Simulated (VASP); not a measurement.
Write the native input for VASP 6.6.1 that does the following.

```yaml
Task: relaxation of cell and atoms
Functional: PBE
Potentials_or_basis: VASP PAW PBE potentials, release 64 (B, As)
Cutoff: 600 eV
k_mesh: 9 × 9 × 9
Occupations: fermi-dirac, width 0.05 eV
Spin: no spin polarisation
Target_pressure: 20 GPa
Further_INCAR_settings: ALGO = Fast; EDIFF = 1e-06; IBRION = 2; EDIFFG = -0.01; NSW = 40; ISIF = 3
Target_pressure: 20 GPa
```

The structure of BAs lies in POSCAR:

```
BAs
1.0
    2.9343700000      0.0000000000      0.0000000000
    0.0000000000      2.9343700000      0.0000000000
    0.0000000000      0.0000000000      2.9343700000
B As
1 1
Direct
    0.5000000000      0.5000000000      0.5000000000
    0.0000000000      0.0000000000      0.0000000000
```

The cell was built by a generator and needn't be a form met in nature.

One way to write it, as run:

INCAR

```
PREC = Accurate
ENCUT = 600
EDIFF = 1E-6
ISMEAR = -1
SIGMA = 0.05
LREAL = F
LASPH = T
NELM = 60
ALGO = Fast
ISIF = 3
LWAVE = F
LCHARG = F
GGA = PE
IBRION = 2
NSW = 40
EDIFFG = -0.01
PSTRESS = 200
```

KPOINTS

```
regular mesh
0
Gamma
  9 9 9
```

Potentials or basis: VASP PAW PBE potentials, release 64 (B, As).

The run is started by

```bash
$ cat potpaw_PBE.64/B/POTCAR potpaw_PBE.64/As/POTCAR > POTCAR
$ mpirun -np 1 vasp_std > vasp.out
```

Results of the run:

* Relaxed volume: 11.01 Å³/atom
* Relaxed cell: a = 2.803 Å, b = 2.803 Å, c = 2.803 Å, α = 90.00°, β = 90.00°, γ = 90.00°
* Space group after relaxing (to 0.05 Å): Pm-3m (No. 221)
* Energy change on relaxing (the enthalpy is what falls): +92.0 meV/atom
* Ionic steps: 6
* Pressure after relaxing: 20.0 GPa

Caveat: the cell is relaxed towards a set pressure, so the enthalpy falls and the energy may rise.

Run time: 10 s on 1 thread of Intel(R) Xeon(R) 6975P-C (Granite Rapids) (shared host), peak memory 0.14 GiB.
